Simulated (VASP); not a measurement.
Input of a VASP 6.6.1 run:

File INCAR:

```
SYSTEM = NaF
PREC     = Accurate       ! precision mode
ENCUT    = 520            ! plane-wave cutoff, eV
EDIFF    = 1E-6           ! SCF threshold, eV
ISMEAR   = 0              ! smearing method
SIGMA    = 0.01           ! smearing width, eV
LREAL    = .FALSE.        ! projectors in reciprocal space
LASPH    = .TRUE.         ! aspherical terms in the spheres
NELM     = 100            ! most SCF steps
ALGO     = Normal         ! electronic algorithm
ISIF     = 2              ! what is computed and relaxed
LWAVE    = .FALSE.        ! write WAVECAR
LCHARG   = .FALSE.        ! write CHGCAR
GGA      = PE             ! functional
NBANDS   = 22             ! bands
```

KPOINTS

```
Automatic mesh
0
G
  9 9 4
  0 0 0
```

Contents of POSCAR:

```
NaF
1.0
    3.1775543222      0.0000000000      0.0000000000
   -1.5887771611      2.7518427650      0.0000000000
    0.0000000000      0.0000000000      5.5676310468
Na F
2 2
Direct
    0.0000000000      0.0000000000      0.0000000000
    0.0000000000      0.0000000000      0.5000000000
    0.3333333333      0.6666666667      0.2500000000
    0.6666666667      0.3333333333      0.7500000000
```

Potentials or basis: VASP PAW PBE potentials, release 64 (Na_pv, F).

Run with:

```sh
$ cat potpaw_PBE.64/Na_pv/POTCAR potpaw_PBE.64/F/POTCAR > POTCAR
$ mpirun -np 1 vasp_std > vasp.out
```

What does it give for the pressure?

3.5 GPa.

Predict the band gap on the k mesh.

6.34 eV, direct.

Stress tensor (GPa, compression positive):
```
3.42 0.00 0.00
0.00 3.42 0.00
0.00 0.00 3.71
```

Caveat: an odd mesh through Γ misses points on the zone boundary, where band edges often lie.
